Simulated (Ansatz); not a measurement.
# HfO2 (Fm-3m): modes against biaxial strain in the (001) plane

Wanted: the shifts of the zone-centre modes of HfO2 (Fm-3m) with strain.

Calculated with Ansatz 0.2.0; DFT PBEsol, scalar-relativistic, plane waves, PAW; PAW set soft_1.

Most raw output is cut from this account.

### 1. The structure

Symmetry: Fm-3m, No. 225, cubic system. The conventional cell has a = 5.115 Å, b = 5.115 Å, c = 5.115 Å, α = 90.00°, β = 90.00°, γ = 90.00°. Nearest to O lie 4 Hf at 2.21 Å. Hf has 8 O at 2.21 Å nearest. Farther neighbours and most contacts between anions are not listed.

### 2. A rough relaxation first

A rough relaxation comes first, because large forces or stress need no tight tolerances yet.

The input, input.yaml:

```yaml
crystal:
  lattice:
    - [0.0, 2.5575, 2.5575]
    - [2.5575, 0.0, 2.5575]
    - [2.5575, 2.5575, 0.0]
  atoms:
    - { symbol: O, position: [0.25, 0.25, 0.25] }
    - { symbol: O, position: [0.75, 0.75, 0.75] }
    - { symbol: Hf, position: [0.0, 0.0, 0.0] }
kpoints:
  mp_grid: { grid: [6, 6, 6] }
hamiltonian:
  xc: pbesol
  pseudopotentials: { kind: paw, azcp: { folder: soft_1 }, xc_functional: pbe }
scf:
  occupations: { method: gaussian, width: 0.1 }
output:
  forces: true
  stress: true
  eigenvalues: true
relax:
  adjacent_minimum: "off"
  f_tol: 0.05
  max_steps: 80
  cell: { stress_tol: 0.5 }
```

On the command line:

```sh
ansatz run input.yaml --threads 4 --pin off --max-ram 10240MiB --backend cpu --events-out ev --progress --plain --runs-dir out
```

It took 1.1 s on 4 threads of Intel Xeon Platinum 8559C (Emerald Rapids), shared host; peak memory 0.37 GiB.

Relaxation path:

```
step  energy less that of the first step (eV)  largest force component (eV/Å)  pressure (GPa)  volume (Å³)
   1                                   0.0000                          0.0000          -10.09        33.46
   2                                  -0.0473                          0.0000            2.67        31.81
   3                                  -0.0485                          0.0000           -0.17        32.14
  4*                                  -0.0443                          0.0000           -0.39        32.14
```

Relaxation steps marked * repeat the geometry before them on a plane-wave basis chosen anew for their cell, so energy and pressure can jump there.

Forces are held to the 48 operations that the run works with; a distortion that breaks them can't arise in this run.

```
conventional cell, symmetrised  before  after  change
                         a (Å)   5.115  5.047  -1.3 %
                         b (Å)   5.115  5.047  -1.3 %
                         c (Å)   5.115  5.047  -1.3 %
              volume (Å³/atom)   11.15  10.71  -3.9 %
```

Final coordinates:

```xyz
3
Lattice="0.0000 2.5235 2.5235 2.5235 0.0000 2.5235 2.5235 2.5235 0.0000" Properties=species:S:1:pos:R:3 pbc="T T T"
O     1.2618    1.2618    1.2618
O     3.7853    3.7853    3.7853
Hf    0.0000    0.0000    0.0000
```

A gap read on the k-mesh alone can miss the band edges.

Numbers from this step:

- pressure: -0.3897 GPa
- gap on the k-mesh: 3.684 eV
- volume per atom: 10.71 Å³

In this step the volume went from 11.15 to 10.71 Å³/atom.

### 3. Relaxation

The cell and atoms are relaxed, since residual forces and stress would shift the frequencies.

The input, input.yaml:

```yaml
crystal:
  lattice:
    - [0.0, 2.5235197304, 2.5235197304]
    - [2.5235197304, 0.0, 2.5235197304]
    - [2.5235197304, 2.5235197304, 0.0]
  atoms:
    - { symbol: O, position: [0.25, 0.25, 0.25] }
    - { symbol: O, position: [0.75, 0.75, 0.75] }
    - { symbol: Hf, position: [0.0, 0.0, 0.0] }
kpoints:
  mp_grid: { grid: [8, 8, 8] }
hamiltonian:
  xc: pbesol
  pseudopotentials: { kind: paw, azcp: { folder: soft_1 }, xc_functional: pbe }
scf:
  occupations: { method: gaussian, width: 0.02 }
output:
  forces: true
  stress: true
  eigenvalues: true
  write_density: true
  write_potential: true
  elf: true
  volumetric_format: npy
relax:
  adjacent_minimum: "off"
  f_tol: 0.005
  max_steps: 80
  cell: { stress_tol: 0.05 }
```

Wall time 1.4 s (4 threads); peak memory 0.4 GiB; 4 s of CPU time.

Little changed from the start: no atom moved by 0.005 Å and no cell edge by 0.1 %.

Numbers from this step:

```
pressure          : -0.01142 GPa
gap on the k-mesh : 3.688 eV
volume per atom   : 10.70 Å³
```

Valence density in the ac plane of a cell with a along [110], b along [-110] and c along [001] of the cube at fractional y = 0.000, with atoms of O and Hf within 0.2 Å of it. It is the smooth field of the valence electrons, not physical close to the nuclei.

Values in e/Å³, 8 rows by 16 columns, each cell a mean:
```
20  4  1  1  1  1  2 13 20  4  1  1  1  1  2 13
 1  0  1  4  6  2  0  1  1  0  1  4  6  2  0  1
 0  0  1  3  4  1  0  0  0  0  1  3  4  1  0  0
 0  0  0  0  0  0  0  0  0  0  0  0  0  0  0  0
 0  0  0  1  1  0  0  0  0  0  0  1  1  0  0  0
 0  0  1  4  6  2  0  0  0  0  1  4  6  2  0  0
 2  1  1  3  4  1  1  1  2  1  1  3  4  1  1  1
31  7  1  0  0  0  2 21 31  7  1  0  0  0  2 21
```
Columns run along a (7.1 Å), rows up along c (5.0 Å), edges of the conventional cell, whose origin can differ from the input's. Atoms in or near the plane, at fractional coordinates: O at (0.25, 0.25), O at (0.75, 0.25), O at (0.25, 0.75), O at (0.75, 0.75), Hf at (0.00, 0.00), Hf at (0.50, 0.00).

ELF in the ac plane of a cell with a along [110], b along [-110] and c along [001] of the cube at fractional y = 0.000, with atoms of O and Hf within 0.2 Å of it. It is the smooth field of the valence electrons, not physical close to the nuclei.

Ten even steps from '0' (0.02) to '9' (0.85), each cell a mean:
```
99523433799952343379
86358874478635887447
21388796222138879622
01596587200159658720
01588897200158889720
00257764100025776410
00011110000001111000
00124432000012443200
00378885200037888520
01598787300159878730
01587587200158758720
53378895245337889524
98446752699844675269
99511113899951111389
```
Columns run along a (7.1 Å), rows up along c (5.0 Å), edges of the conventional cell, whose origin can differ from the input's. Atoms in or near the plane, at fractional coordinates: O at (0.25, 0.25), O at (0.75, 0.25), O at (0.25, 0.75), O at (0.75, 0.75), Hf at (0.00, 0.00), Hf at (0.50, 0.00).

Electrostatic potential energy in the ac plane of a cell with a along [110], b along [-110] and c along [001] of the cube at fractional y = 0.000, with atoms of O and Hf within 0.2 Å of it. With pseudopotentials it is smooth inside the atoms' cores, unlike the true potential.

Ten even steps from '_' (-26 eV) to '@' (19 eV), each cell a mean:
```
--::==##@@@@%%**::::--::==##@@@@%%**::::
::--**%%**++####==::::--**%%**++####==::
++**%%++..__--%%##**++**%%++..__--%%##**
%%@@@@++____::%%@@%%%%@@@@++____::%%@@%%
@@@@@@##--::++@@@@@@@@@@@@##--::++@@@@@@
@@@@@@@@%%%%@@@@@@@@@@@@@@@@%%%%@@@@@@@@
@@@@@@@@@@@@@@@@@@@@@@@@@@@@@@@@@@@@@@@@
@@@@@@@@@@@@@@@@@@@@@@@@@@@@@@@@@@@@@@@@
@@@@@@@@**++%%@@@@@@@@@@@@@@**++%%@@@@@@
@@@@@@**..__--%%@@@@@@@@@@**..__--%%@@@@
##%%%%++____::%%%%####%%%%++____::%%%%##
--++####--::++%%**==--++####--::++%%**==
::::++%%%%%%%%**--::::::++%%%%%%%%**--::
==::--##@@@@%%++::--==::--##@@@@%%++::--
```
Columns run along a (7.1 Å; values clipped at the 3rd and 97th percentile), rows up along c (5.0 Å), edges of the conventional cell, whose origin can differ from the input's. Atoms in or near the plane, at fractional coordinates: O at (0.25, 0.25), O at (0.75, 0.25), O at (0.25, 0.75), O at (0.75, 0.75), Hf at (0.00, 0.00), Hf at (0.50, 0.00).

In this step the volume went from 10.71 to 10.70 Å³/atom.

### 4. Tight relaxation

Phonons need small forces and stress, so the relaxation is finished with tight tolerances on 8×8×8 k points.

input.yaml, the sections that differ from step 3:

```yaml
crystal:
  lattice:
    - [0.0, 2.522296005, 2.522296005]
    - [2.522296005, 0.0, 2.522296005]
    - [2.522296005, 2.522296005, 0.0]
  atoms:
    - { symbol: O, position: [0.25, 0.25, 0.25] }
    - { symbol: O, position: [0.75, 0.75, 0.75] }
    - { symbol: Hf, position: [0.0, 0.0, 0.0] }
scf:
  occupations: { method: fixed }
output:
  forces: true
  stress: true
  eigenvalues: true
relax:
  adjacent_minimum: "off"
  f_tol: 0.001
  max_steps: 60
  cell: { stress_tol: 0.01 }
# kpoints, hamiltonian: as in step 3
```

The job ended after 0.99 s (4 threads; peak memory 0.38 GiB).

Little changed from the start: no atom moved by 0.005 Å and no cell edge by 0.1 %.

This step gave:

* pressure: 0.001677 GPa

The forces vanish by symmetry and the pressure is 0.002 GPa, within the tolerances set. The cell now holds 10.70 Å³/atom.

### 5. Zone-centre response at rest

The modes at rest are the reference of the series, and the response to a field gives the dielectric tensor and the Born charges.

input.yaml, the sections that differ from step 4:

```yaml
crystal:
  lattice:
    - [0.0, 2.5222544531, 2.5222544531]
    - [2.5222544531, 0.0, 2.5222544531]
    - [2.5222544531, 2.5222544531, 0.0]
  atoms:
    - { symbol: O, position: [0.25, 0.25, 0.25] }
    - { symbol: O, position: [0.75, 0.75, 0.75] }
    - { symbol: Hf, position: [0.0, 0.0, 0.0] }
output:
  eigenvalues: true
phonons:
  method: dfpt
  dielectric: true
  rigid_motions: translations
# kpoints, hamiltonian, scf: as in step 4
# relax: removed
```

Elapsed: 7.7 s, on 4 threads; peak memory 0.64 GiB.

Numbers from this step:

```yaml
sum_rule_residual_before_enforcement: 1.45e-5 eV/Å²
miss_of_the_charge_sum_rule: 9.36e-6 e
point_group: m-3m
highest_optical_mode_at_the_zone_centre_no_lo_to_term: 580.2 cm⁻¹
lowest_optical_zone_centre_mode: 236.3 cm⁻¹
mean_high_frequency_dielectric_constant: 5.380
largest_born_charge_third_of_the_trace: 5.563 e
mean_static_dielectric_constant: 36.70
top_of_the_zone_centre_spectrum_with_the_field: 617.2 cm⁻¹
```

Without the LO-TO term. Patterns of degenerate modes are one choice out of their space. Modes at Γ, with each element's share of the kinetic energy:

```
mode  frequency (cm⁻¹)  symmetry  O %  Hf %
   1               0.0  acoustic   15    85
   2               0.0  acoustic   15    85
   3               0.0  acoustic   15    85
   4             236.3       T1u   85    15
   5             236.3       T1u   85    15
   6             236.3       T1u   85    15
   7             580.2       T2g  100     0
   8             580.2       T2g  100     0
   9             580.2       T2g  100     0
```

Displacements in mode 6 (236.3 cm⁻¹), the largest set to 1:
```
O1  -0.33  1.00  0.11
O2  -0.33  1.00  0.11
Hf3  0.06 -0.18 -0.02
```

Displacements in mode 9 (580.2 cm⁻¹), the largest set to 1:
```
O1   0.00  0.57 -1.00
O2   0.00 -0.57  1.00
Hf3  0.00  0.00  0.00
```

Optical modes at the zone centre, without and with the macroscopic field of the longitudinal modes; each column is sorted by frequency, so a row need not hold one and the same mode. Modes with and without the field, by row:

```
rank among optical modes  no field (cm⁻¹)  q along (1, 0, 0) (cm⁻¹)
                       1            236.3                     236.3
                       2            236.3                     236.3
                       3            236.3                     580.2
                       4            580.2                     580.2
                       5            580.2                     580.2
                       6            580.2                     617.2
```

Born charge (rows field, columns displacement) (e), principal values of the symmetric part by kind of site:

```
atom  atoms with these values    low  middle   high   mean
  O1                        2  -2.78   -2.78  -2.78  -2.78
 Hf3                        1   5.56    5.56   5.56   5.56
```

In full for O1:

```
-2.78  0.00  0.00
 0.00 -2.78  0.00
 0.00  0.00 -2.78
```

High-frequency dielectric tensor:

```
5.38 0.00 0.00
0.00 5.38 0.00
0.00 0.00 5.38
```

Static dielectric tensor (ions relaxed, fixed cell):

```
36.70  0.00  0.00
 0.00 36.70  0.00
 0.00  0.00 36.70
```

Transverse modes. Lines of the infrared spectrum (strongest = 100):

```
position (cm⁻¹)  label  relative intensity
            236    T1u                 100
            580    T2g                 0.0
```

Before it was imposed, the acoustic sum rule was missed by 1.5e-5 eV/Å² and the charge sum rule by 9.4e-6 e. Small misses are needed for a sound result but don't prove that mesh and cutoff are converged. The lowest optical mode is real, 236 cm⁻¹.

### 6. A member of the series: biaxial strain of +4 % in the (001) plane

The cell takes a biaxial strain of +4 % in the (001) plane. The strained lengths are held, while the rest of the cell and the atoms relax.

input.yaml, the sections that differ from step 5:

```yaml
crystal:
  lattice:
    - [0.0, 2.6231446312, 2.4966299038]
    - [2.6231446312, 0.0, 2.4966299038]
    - [2.6231446312, 2.6231446312, 0.0]
  atoms:
    - { symbol: O, position: [0.25, 0.25, 0.25] }
    - { symbol: O, position: [0.75, 0.75, 0.75] }
    - { symbol: Hf, position: [0.0, 0.0, 0.0] }
  conventional_axes: [[-1, 1, 1], [1, -1, 1], [1, 1, -1]]
output:
  forces: true
  stress: true
  eigenvalues: true
relax:
  adjacent_minimum: "off"
  f_tol: 0.001
  max_steps: 60
  cell: { stress_tol: 0.01, fix: [a, b, gamma] }
# kpoints, hamiltonian, scf: as in step 5
# phonons: removed
```

Wall time 3.2 s (4 threads); peak memory 0.42 GiB.

The steps of the relaxation:

```
step  energy less that of the first step (eV)  largest force component (eV/Å)  pressure (GPa)  volume (Å³)
   1                                   0.0000                          0.0000          -15.53        34.36
   2                                  -0.0007                          0.0000          -14.37        34.17
   3                                  -0.0008                          0.0000          -14.94        34.26
   4                                  -0.0008                          0.0000          -14.93        34.26
  5*                                  -0.0005                          0.0000          -14.95        34.26
   6                                  -0.0005                          0.0000          -14.94        34.26
  7*                                  -0.0005                          0.0000          -14.94        34.26
```

Relaxation steps marked * repeat the geometry before them on a plane-wave basis chosen anew for their cell, so energy and pressure can jump there.

Forces are held to the 16 operations that the run works with; a distortion that breaks them can't arise in this run.

```
conventional cell, symmetrised  before  after  change
                         a (Å)   3.710  3.710  -0.0 %
                         b (Å)   3.710  3.710  -0.0 %
                         c (Å)   4.993  4.979  -0.3 %
              volume (Å³/atom)   11.45  11.42  -0.3 %
```

Final coordinates:

```xyz
3
Lattice="0.0000 2.6231 2.4894 2.6231 0.0000 2.4894 2.6231 2.6231 0.0000" Properties=species:S:1:pos:R:3 pbc="T T T"
O     1.3116    1.3116    1.2447
O     3.9347    3.9347    3.7340
Hf    0.0000    0.0000    0.0000
```

This step gave:

```
pressure          : -14.94 GPa
gap on the k-mesh : 3.018 eV
volume per atom   : 11.42 Å³
```

The forces vanish by symmetry.

### 7. Modes of this member: biaxial strain of +4 % in the (001) plane

The zone-centre modes follow for biaxial strain of +4 % in the (001) plane, with the response to a field.

input.yaml, the sections that differ from step 6:

```yaml
crystal:
  lattice:
    - [0.0, 2.6231446312, 2.4893661322]
    - [2.6231446312, 0.0, 2.4893661322]
    - [2.6231446312, 2.6231446312, 0.0]
  atoms:
    - { symbol: O, position: [0.25, 0.25, 0.25] }
    - { symbol: O, position: [0.75, 0.75, 0.75] }
    - { symbol: Hf, position: [0.0, 0.0, 0.0] }
output:
  eigenvalues: true
phonons:
  method: dfpt
  dielectric: true
  rigid_motions: translations
# kpoints, hamiltonian, scf: as in step 6
# relax: removed
```

Wall time 32 s (4 threads); peak memory 1.1 GiB; 2 min of CPU time.

This step gave:

```yaml
sum_rule_residual_before_enforcement: 3.22e-4 eV/Å²
miss_of_the_charge_sum_rule: 1.81e-5 e
point_group: 4/mmm
highest_optical_mode_at_the_zone_centre_no_lo_to_term: 583.5 cm⁻¹
lowest_optical_zone_centre_mode: 149.8 cm⁻¹
mean_high_frequency_dielectric_constant: 5.457
largest_born_charge_third_of_the_trace: 5.551 e
mean_static_dielectric_constant: 72.35
top_of_the_zone_centre_spectrum_with_the_field: 583.5 cm⁻¹
```

Without the LO-TO term. Patterns of degenerate modes are one choice out of their space. The modes at Γ (shares of kinetic energy by element, %):

```
mode  frequency (cm⁻¹)  symmetry  O %  Hf %
   1               0.0  acoustic   15    85
   2               0.0  acoustic   15    85
   3               0.0  acoustic   15    85
   4             149.8        Eu   85    15
   5             149.8        Eu   85    15
   6             174.6       A2u   85    15
   7             490.9        Eg  100     0
   8             490.9        Eg  100     0
   9             583.5       B1g  100     0
```

Displacements in mode 4 (149.8 cm⁻¹), the largest set to 1:
```
O1  -0.75  1.00  0.00
O2  -0.75  1.00  0.00
Hf3  0.13 -0.18  0.00
```

Displacements in mode 9 (583.5 cm⁻¹), the largest set to 1:
```
O1   0.00  0.00  1.00
O2   0.00  0.00 -1.00
Hf3  0.00  0.00  0.00
```

Transverse modes. Lines of the infrared spectrum (strongest = 100):

```
position (cm⁻¹)  label  relative intensity
            150     Eu                 100
            175    A2u                  44
            491     Eg                 0.0
            584    B1g                 0.0
```

Without the LO-TO term the lowest optical mode is real, 150 cm⁻¹, and the highest lies at 583.5 cm⁻¹.

### 8. A member of the series: biaxial strain of -4 % in the (001) plane

The cell takes a biaxial strain of -4 % in the (001) plane. The strained lengths are held, while the rest of the cell and the atoms relax.

input.yaml, the sections that differ from step 7:

```yaml
crystal:
  lattice:
    - [0.0, 2.4213642751, 2.5538298891]
    - [2.4213642751, 0.0, 2.5538298891]
    - [2.4213642751, 2.4213642751, 0.0]
  atoms:
    - { symbol: O, position: [0.25, 0.25, 0.25] }
    - { symbol: O, position: [0.75, 0.75, 0.75] }
    - { symbol: Hf, position: [0.0, 0.0, 0.0] }
  conventional_axes: [[-1, 1, 1], [1, -1, 1], [1, 1, -1]]
output:
  forces: true
  stress: true
  eigenvalues: true
relax:
  adjacent_minimum: "off"
  f_tol: 0.001
  max_steps: 60
  cell: { stress_tol: 0.01, fix: [a, b, gamma] }
# kpoints, hamiltonian, scf: as in step 7
# phonons: removed
```

It took 2.8 s on 4 threads; peak memory 0.41 GiB.

Step by step:

```
step  energy less that of the first step (eV)  largest force component (eV/Å)  pressure (GPa)  volume (Å³)
   1                                   0.0000                          0.0000           21.29        29.95
   2                                  -0.0001                          0.0000           18.90        30.15
   3                                  -0.0007                          0.0000           19.69        30.08
  4*                                  -0.0015                          0.0000           19.73        30.08
   5                                  -0.0014                          0.0000           19.70        30.09
  6*                                  -0.0015                          0.0000           19.70        30.09
```

Relaxation steps marked * repeat the geometry before them on a plane-wave basis chosen anew for their cell, so energy and pressure can jump there.

The run keeps the 16 symmetry operations that it works with, so distortions that break them were not tested.

```
conventional cell, symmetrised  before  after  change
                         a (Å)   3.424  3.424  +0.0 %
                         b (Å)   3.424  3.424  +0.0 %
                         c (Å)   5.108  5.131  +0.5 %
              volume (Å³/atom)    9.98  10.03  +0.5 %
```

Final coordinates:

```cif
data_structure
_symmetry_space_group_name_H-M 'P 1'
_symmetry_Int_Tables_number 1
_cell_length_a 3.5278
_cell_length_b 3.5278
_cell_length_c 3.4243
_cell_angle_alpha 60.966
_cell_angle_beta 60.966
_cell_angle_gamma 58.068
_cell_volume 30.09
loop_
_atom_site_label
_atom_site_type_symbol
_atom_site_fract_x
_atom_site_fract_y
_atom_site_fract_z
_atom_site_occupancy
O1 O 0.25000 0.25000 0.25000 1
O2 O 0.75000 0.75000 0.75000 1
Hf3 Hf 0.00000 0.00000 0.00000 1
```

Numbers from this step:

| Quantity | Value |
| --- | --- |
| pressure | 19.70 GPa |
| gap on the k-mesh | 3.136 eV |
| volume per atom | 10.03 Å³ |

The forces vanish by symmetry.

The cell grew by 0.5 % in volume.

(Continued in part 2 of 2.)

[Logs are printed without paths, hosts, clocks, repeated set-up lines and the standing remarks that a program may print on its own settings, such as how far it seeks lower states.]

[Hosts, paths, dates, database ids (printed as entryN), source tags and the programs' standing remarks are cut or masked in the printed files.]
